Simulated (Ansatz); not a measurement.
# TiB2: the cost of one run

Method: DFT PBE, scalar-relativistic, plane waves, PAW, in Ansatz 0.2.0.

**1. The system as given**

Symmetry: P6/mmm, No. 191, hexagonal system. Conventional cell: a = 3.026 Å, b = 3.026 Å, c = 3.229 Å, α = 90.00°, β = 90.00°, γ = 120.00°. Around Ti (site symmetry 6/mmm) lie 12 B at 2.38 Å. B (site symmetry -6m2) has 3 B at 1.75 Å and 6 Ti at 2.38 Å as nearest neighbours.

Structure file:

```
Ti B
1.0
     3.02593    0.00000    0.00000
    -1.51296    2.62053    0.00000
     0.00000    0.00000    3.22877
Ti B
1 2
Direct
  0.00000 0.00000 0.00000
  0.33333 0.66667 0.50000
  0.66667 0.33333 0.50000
```

This is candidate A: structure listed in a database for this formula (P6/mmm, No. 191).

(A quick probe on a coarse mesh, which set the mesh and smearing, is not shown.)

**3. Relaxing cell and atoms (candidate A)**

input.yaml

```yaml
crystal:
  lattice:
    - [3.0259273119, 0.0, 0.0]
    - [-1.5129636559, 2.6205299221, 0.0]
    - [0.0, 0.0, 3.22876771]
  atoms:
    - { symbol: Ti, position: [0.0, 0.0, 0.0] }
    - { symbol: B, position: [0.33333333, 0.66666667, 0.5] }
    - { symbol: B, position: [0.66666667, 0.33333333, 0.5] }
basis:
  ecutwfc: 420
kpoints:
  mp_grid: { grid: [18, 18, 14] }
hamiltonian:
  xc: pbe
scf:
  occupations: { method: gaussian, width: 0.1 }
output:
  forces: true
  stress: true
  eigenvalues: true
relax:
  adjacent_minimum: "off"
  f_tol: 0.01
  max_steps: 80
  cell: { stress_tol: 0.05 }
```

Started as:

```
$ ansatz run input.yaml --threads 1 --pin off --max-ram 2560MiB --backend cpu --events-out ev --progress --plain --runs-dir out
```

**Question.** How long does this run take on 1 thread of Intel Xeon 6975P-C (Granite Rapids), shared host, and how much memory does it need?

About 13 s, with a peak of 0.44 GiB.
